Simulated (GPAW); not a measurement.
# Rh (Fm-3m) in GPAW: equation of state

Aim: energy against volume of Rh in PBE, for its equilibrium volume and stiffness.

Everything below comes from runs of GPAW 26.7.0. Logs are shortened: lines on timing, memory, paths and dates and some standing lists are left out, and cuts for length are marked. The log counts tension as positive stress, the text compression.

**Experimental background.**

“Thermal equation of state of rhodium characterized by XRD in a resistively heated diamond anvil cell”, 2024, pmc:11535440 quotes, for a bulk crystal of Rh: bulk modulus 264 ± 1 GPa.

How close the calculation comes is told below.

### Step 1. The structure

Symmetry: Fm-3m, No. 225, cubic system. Conventional cell: a = 3.796 Å, b = 3.796 Å, c = 3.796 Å, α = 90.00°, β = 90.00°, γ = 90.00°. Around Rh (site symmetry m-3m) lie 12 Rh at 2.68 Å.

### Step 2. Equation of state, PBE

File run.py:

```python
from ase.eos import EquationOfState
from ase.io import Trajectory, read
from ase.units import GPa
from gpaw import GPAW, PW

atoms = read('POSCAR')

traj = Trajectory('eos.traj', 'w')
volumes, energies = [], []
for x in [0.94, 0.96, 0.98, 1.0, 1.02, 1.04, 1.06]:
    a = atoms.copy()
    a.set_cell(atoms.cell * x**(1 / 3), scale_atoms=True)
    calc = GPAW(mode=PW(600),
                xc='PBE',
                kpts={'size': (12, 12, 12), 'gamma': True},
                occupations={'name': 'fermi-dirac', 'width': 0.05},
                nbands=16,
                convergence={'density': 1e-05, 'energy': 1e-05},
                maxiter=150,
                txt=f'eos-{x:.2f}.txt')
    a.calc = calc
    energies.append(a.get_potential_energy(force_consistent=True))
    volumes.append(a.get_volume())
    p = -a.get_stress()[:3].mean() / GPa
    calc.write(f'eos-{x:.2f}.gpw')
    traj.write(a)
    print(f'{x:.2f} {volumes[-1]:10.4f} A^3 {energies[-1]:14.6f} eV {p:9.3f} GPa', flush=True)

v0, e0, B = EquationOfState(volumes, energies, eos='birchmurnaghan').fit()
print(f'V0 = {v0:.4f} A^3, E0 = {e0:.6f} eV, B0 = {B / GPa:.2f} GPa')
```

File POSCAR:

```
Rh
1.0
    0.0000000000      1.8978500000      1.8978500000
    1.8978500000      0.0000000000      1.8978500000
    1.8978500000      1.8978500000      0.0000000000
Rh
1
Direct
    0.0000000000      0.0000000000      0.0000000000
```

Potentials or basis: GPAW PAW data sets (gpaw-data 1.2.1), pw.

On the command line:

```sh
OMP_NUM_THREADS=1 python run.py
```

Output:

```text
__  _  _
 | _ |_)|_||  |
 |__||  | ||/\| - 26.7.0

Input parameters:
  mode=PW(ecut=600.0),
  convergence={'density': 1e-05, 'energy': 1e-05},
  kpts=MonkhorstPack(size=(12, 12, 12), gamma=True),
  maxiter=150,
  nbands=16,
  occupations=Occupations(name='fermi-dirac', width=0.05),
  xc=XC(name='PBE')

Diagonalizing LCAO Hamiltonian
Converting LCAO to pw mode

       Rh

Atoms  # Å, Bohr magnetons
|   | symbol |        x |        y |        z |    initial magnetic moments |
|---|--------|----------|----------|----------|-----------------------------|
| 0 |     Rh | 0.000000 | 0.000000 | 0.000000 | ( 0.0000,  0.0000,  0.0000) |

Unit cell  # Å
| periodic |        x |        y |        z |  lengths |    angles |
|----------|----------|----------|----------|----------|-----------|
|      yes | 0.000000 | 1.859107 | 1.859107 | 2.629175 | 60.000000 |
|      yes | 1.859107 | 0.000000 | 1.859107 | 2.629175 | 60.000000 |
|      yes | 1.859107 | 1.859107 | 0.000000 | 2.629175 | 60.000000 |

Number of symmetries: 48
Symmetry operations  # r_c * U_cc + t_c -> r_c
|    | kind |            matrix            |
|----|------|------------------------------|
|  0 |  σ   |  1, 0, 0,  1, 0,-1,  1,-1, 0 |
|  1 |  C2  |  1, 0, 0,  1,-1, 0,  1, 0,-1 |
|  2 |  E   |  1, 0, 0,  0, 1, 0,  0, 0, 1 |
|  3 |  σ   |  1, 0, 0,  0, 0, 1,  0, 1, 0 |
|  4 |  C4  |  1, 0,-1,  1, 0, 0,  1,-1, 0 |
|  5 |  S6  |  1, 0,-1,  1,-1, 0,  1, 0, 0 |
|  6 |  σ   |  1, 0,-1,  0, 1,-1,  0, 0,-1 |
|  7 |  C3  |  1, 0,-1,  0, 0,-1,  0, 1,-1 |
|  8 |  S6  |  1,-1, 0,  1, 0, 0,  1, 0,-1 |
|  9 |  C4  |  1,-1, 0,  1, 0,-1,  1, 0, 0 |
| 10 |  C3  |  1,-1, 0,  0,-1, 1,  0,-1, 0 |
| 11 |  σ   |  1,-1, 0,  0,-1, 0,  0,-1, 1 |
| 12 |  σ   |  0, 1, 0,  1, 0, 0,  0, 0, 1 |
| 13 |  C4  |  0, 1, 0,  0, 1,-1, -1, 1, 0 |
| 14 |  C3  |  0, 1, 0,  0, 0, 1,  1, 0, 0 |
| 15 |  S6  |  0, 1, 0, -1, 1, 0,  0, 1,-1 |
| 16 |  C2  |  0, 1,-1,  1, 0,-1,  0, 0,-1 |
| 17 |  σ   |  0, 1,-1,  0, 1, 0, -1, 1, 0 |
| 18 |  S4  |  0, 1,-1,  0, 0,-1,  1, 0,-1 |
| 19 |  C4  |  0, 1,-1, -1, 1, 0,  0, 1, 0 |
| 20 |  C3  |  0, 0, 1,  1, 0, 0,  0, 1, 0 |
| 21 |  σ   |  0, 0, 1,  0, 1, 0,  1, 0, 0 |
| 22 |  S6  |  0, 0, 1,  0,-1, 1, -1, 0, 1 |
| 23 |  C4  |  0, 0, 1, -1, 0, 1,  0,-1, 1 |
| 24 |  S4  |  0, 0,-1,  1, 0,-1,  0, 1,-1 |
| 25 |  C3  |  0, 0,-1,  0, 1,-1,  1, 0,-1 |
| 26 |  C2  |  0, 0,-1,  0,-1, 0, -1, 0, 0 |
| 27 |  S6  |  0, 0,-1, -1, 0, 0,  0,-1, 0 |
| 28 |  S4  |  0,-1, 1,  1,-1, 0,  0,-1, 0 |
| 29 |  C4  |  0,-1, 1,  0, 0, 1, -1, 0, 1 |
| 30 |  C2  |  0,-1, 1,  0,-1, 0,  1,-1, 0 |
| 31 |  σ   |  0,-1, 1, -1, 0, 1,  0, 0, 1 |
| 32 |  C3  |  0,-1, 0,  1,-1, 0,  0,-1, 1 |
| 33 |  S6  |  0,-1, 0,  0, 0,-1, -1, 0, 0 |
| 34 |  S4  |  0,-1, 0,  0,-1, 1,  1,-1, 0 |
| 35 |  C2  |  0,-1, 0, -1, 0, 0,  0, 0,-1 |
| 36 |  C2  | -1, 1, 0,  0, 1, 0,  0, 1,-1 |
| 37 |  S6  | -1, 1, 0,  0, 1,-1,  0, 1, 0 |
| 38 |  S4  | -1, 1, 0, -1, 0, 1, -1, 0, 0 |
| 39 |  C3  | -1, 1, 0, -1, 0, 0, -1, 0, 1 |
| 40 |  S6  | -1, 0, 1,  0, 0, 1,  0,-1, 1 |
| 41 |  C2  | -1, 0, 1,  0,-1, 1,  0, 0, 1 |
| 42 |  C3  | -1, 0, 1, -1, 1, 0, -1, 0, 0 |
| 43 |  S4  | -1, 0, 1, -1, 0, 0, -1, 1, 0 |
| 44 |  C2  | -1, 0, 0,  0, 0,-1,  0,-1, 0 |
| 45 |  i   | -1, 0, 0,  0,-1, 0,  0, 0,-1 |
| 46 |  σ   | -1, 0, 0, -1, 1, 0, -1, 0, 1 |
| 47 |  C2  | -1, 0, 0, -1, 0, 1, -1, 1, 0 |

BZ-sampling:
  Number of BZ points: 1728
  Number of IBZ points: 72

  Monkhorst-Pack size: [12, 12, 12]
  Monkhorst-Pack shift: [0.041666666666666664, 0.041666666666666664, 0.041666666666666664]

K-points  # in reciprocal-cell coordinates
|     |                                coordinates |     weight |
|-----|--------------------------------------------|------------|
|   0 | ( -0.00000000,  -0.00000000,  -0.00000000) | 0.00057870 |
|   1 | (  0.08333333,   0.08333333,  -0.00000000) | 0.00347222 |
|   2 | (  0.08333333,   0.08333333,   0.08333333) | 0.00462963 |
|   3 | (  0.16666667,   0.08333333,   0.08333333) | 0.00694444 |
|   4 | (  0.16666667,   0.16666667,  -0.00000000) | 0.00347222 |
|   5 | (  0.16666667,   0.16666667,   0.08333333) | 0.01388889 |
|   6 | (  0.16666667,   0.16666667,   0.16666667) | 0.00462963 |
|   7 | (  0.25000000,   0.16666667,   0.08333333) | 0.01388889 |
|   8 | (  0.25000000,   0.16666667,   0.16666667) | 0.01388889 |
|   9 | (  0.25000000,   0.25000000,  -0.00000000) | 0.00347222 |
| ... |                                            |            |
|  71 | (  0.50000000,   0.50000000,   0.50000000) | 0.00231481 |

Plane wave coefficients: 444
Cutoff: 600.0 eV

Spin-components: 1 (collinear spins)
Bands:           16
Projectors:      6
Spin-degeneracy: 2
Datatype:        complex128

Density:
  Valence electrons: 15.0
  Components: 1
  Grid points: [15 15 15]
  Charge: 0.0  # |e|

Potential:
  Grid points: [15 15 15]

species:
  Rh:
    name:    Rhodium
    Z:       45.0
    valence: 15
    core:    30
    charge:  0.0  # [|e|]
    compensation charges:
      type: gauss
      rc: 0.38  # [Å]
      lmax: 2
    cutoffs:
      filter: 2.48  # [Å]
      core: 2.35  # [Å]
    projectors
    | kind |    occ | energy [eV] | rcut [Å] |
    |------|--------|-------------|----------|
    |   5s |  1.000 |      -4.297 |    1.270 |
    |   4p |  6.000 |     -50.429 |    1.381 |
    |   5p |  0.000 |      -0.852 |    1.381 |
    |   4d |  8.000 |      -5.942 |    1.244 |
    |    s |        |      22.915 |    1.270 |
    |    d |        |      21.270 |    1.244 |

    Using partial waves for Rh as LCAO basis

Reference energy: -130134.647000  # eV

eigensolver:
  PPCG
  Converge bands: occupied
  niter=2

density mixing:
  MSR1-Mixer
  Pratt-step length: 0.05
  Maximum mixing coefficient: 0.75
  Old densities: 10
  SVD Regularization: 0.005
  Good broyden scale: 1.0
  Trust region scale: 1.0
  Backstep threshold: 4.0
  History deletion threshold: 6.0
  Fourier metric: weight=20.0, sigma=0.015

occupation numbers:
  Fermi-Dirac:
    width: 0.0500  # eV

poisson solver:
  ecut: 4800.0  # eV

xc functional:
[... 9 lines left out ...]
|iter     | |      energy | eigst |  dens |
|---------|-|-------------|-------|-------|
|iter:   1| |   -7.816498 | +0.03 |       |
|iter:   2| |   -7.688558 | -2.79 | -1.11 |
|iter:   3| |   -7.213973 | -2.10 | -1.16 |
|iter:   4| |   -7.209045 | -3.61 | -2.29 |
|iter:   5| |   -7.207417 | -3.60 | -2.51 |
|iter:   6| |   -7.207391 | -6.23 | -3.53 |
|iter:   7| |   -7.207389c| -6.38 | -3.74 |
|iter:   8| |   -7.207389c| -7.80c| -5.30c|

Converged in 8 steps
Energy contributions relative to reference atoms: (reference = -130134.647000)

Energy contributions:
  Kinetic:           4.219767
  Coulomb:          -5.428813
  Zero:             -0.069195
  External:          0.000000
  Xc:               -5.925439
  Entropy:          -0.007417
  Spinorbit:         0.000000
  ----------------------------
  Free energy:      -7.211098
  Extrapolated:     -7.207389

dipole moment: (-11.259180, -11.259180, -11.259180)  # |e|*Ang

Fermi level: 13.136
Eigenvalues  # (at kpt = [-0.000, -0.000, -0.000])
| band index |      eig [eV] | occ [0-2] |
|------------|---------------|-----------|
|          0 |       -33.392 |     2.000 |
|          1 |       -33.392 |     2.000 |
|          2 |       -33.392 |     2.000 |
|          3 |         4.675 |     2.000 |
|          4 |         9.699 |     2.000 |
|          5 |         9.699 |     2.000 |
[... 8 lines left out ...]
|         14 |        45.610 |     0.000 |
|         15 |        46.687 |     0.000 |

No gap
No difference between direct/indirect transitions

Stress tensor  # eV/Ang^3
|         x |         y |         z |
|-----------|-----------|-----------|
| -0.193549 | -0.000000 | -0.000000 |
| -0.000000 | -0.193549 |  0.000000 |
| -0.000000 |  0.000000 | -0.193549 |

# Writing to eos-0.94.gpw (mode='')
```

It took 50 s on 1 thread of Arm Neoverse V2, shared host; peak memory 0.19 GiB.

Results:

```
Equilibrium volume                      : 14.14 Å³/atom
Bulk modulus                            : 254 GPa
Pressure derivative of the bulk modulus : 5.2
```

Energy against volume, from the lowest point:
| volume (Å³/atom) | energy (meV/atom) |
| --- | --- |
| 12.851 | 112.60 |
| 13.125 | 66.71 |
| 13.398 | 33.89 |
| 13.671 | 12.69 |
| 13.945 | 1.78 |
| 14.218 | 0.00 |
| 14.492 | 6.29 |

### Step 3. Comparison with measurements

Step 2. A measured bulk modulus of Rh is 264 GPa (quoted in “Thermal equation of state of rhodium characterized by XRD in a resistively heated diamond anvil cell”, 2024, pmc:11535440); the calculated 254 GPa misses it by -3.9 %. The fit is for a static lattice scaled at fixed shape and fixed fractional positions.
